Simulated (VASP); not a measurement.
Crystal: W.

```
W
1.0
    -1.58234    1.58234    1.58234
     1.58234   -1.58234    1.58234
     1.58234    1.58234   -1.58234
W
1
Direct
  0.00000 0.00000 0.00000
```

* Program: VASP 6.6.1
* Task: relaxation of cell and atoms
* Functional: PW91
* Potentials or basis: VASP PAW PBE potentials, release 64 (W_sv)
* Cutoff: 600 eV
* k mesh: 12 × 12 × 12
* Occupations: fermi-dirac, width 0.05 eV
* Spin: no spin polarisation

At the start: pressure 7.8 GPa; volume 15.85 Å³/atom.

How do energy, volume and symmetry change on relaxing?

Over 4 steps the energy falls by 9.5 meV/atom and the volume is 16.25 Å³/atom (+2.5 %); space group Im-3m (No. 229, to 0.05 Å).

Step by step:
```csv
step,energy change (eV),largest force (eV/Å),pressure (GPa),volume (Å³)
1,0.0000,0.0000,7.80,15.85
2,0.0931,0.0000,-21.30,17.68
3,-0.0095,0.0000,-0.26,16.26
4,-0.0095,0.0000,-0.01,16.25
```

Final structure:
```cif
data_structure
_symmetry_space_group_name_H-M 'P 1'
_symmetry_Int_Tables_number 1
_cell_length_a 2.7636
_cell_length_b 2.7636
_cell_length_c 2.7636
_cell_angle_alpha 109.471
_cell_angle_beta 109.471
_cell_angle_gamma 109.471
_cell_volume 16.25
loop_
_atom_site_label
_atom_site_type_symbol
_atom_site_fract_x
_atom_site_fract_y
_atom_site_fract_z
_atom_site_occupancy
W1 W 0.00000 0.00000 0.00000 1
```

Caveat: the PAW data sets were made with another functional, which shifts forces and pressure a little.
